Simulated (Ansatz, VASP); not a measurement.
## One calculation of GaN, two programs

```
Ga N
1.0
     0.00000    2.11000    2.11000
     2.11000    0.00000    2.11000
     2.11000    2.11000    0.00000
Ga N
1 1
Direct
  0.00000 0.00000 0.00000
  0.50000 0.50000 0.50000
```

Alike in both runs: task single point; functional PBE; k mesh 12 × 12 × 12; occupations gaussian, width 0.03 eV; no spin polarisation.

|  | VASP | Ansatz |
| --- | --- | --- |
| version | VASP 6.6.1 | Ansatz 0.2.0 |
| potentials or method | VASP PAW PBE potentials, release 64 (Ga_d, N) | scalar-relativistic, plane waves, PAW |
| plane-wave cutoff (eV) | 520 | 520 |
| valence electrons in the cell | 18 | 18 |

Ansatz gave:

| Property | Result |
| --- | --- |
| gap on the k mesh at the Fermi level (eV) | 0.63 |
| least direct gap on the mesh (eV) | 2.81 |
| pressure (GPa) | 7.7 |

Q: What did VASP give for the same quantities?

A: gap on the k mesh at the Fermi level (eV): 0.61; least direct gap on the mesh (eV): 2.81; pressure (GPa): 8.6.

A k mesh can miss the band edges. As with any semilocal functional, this PBE gap is likely too small.
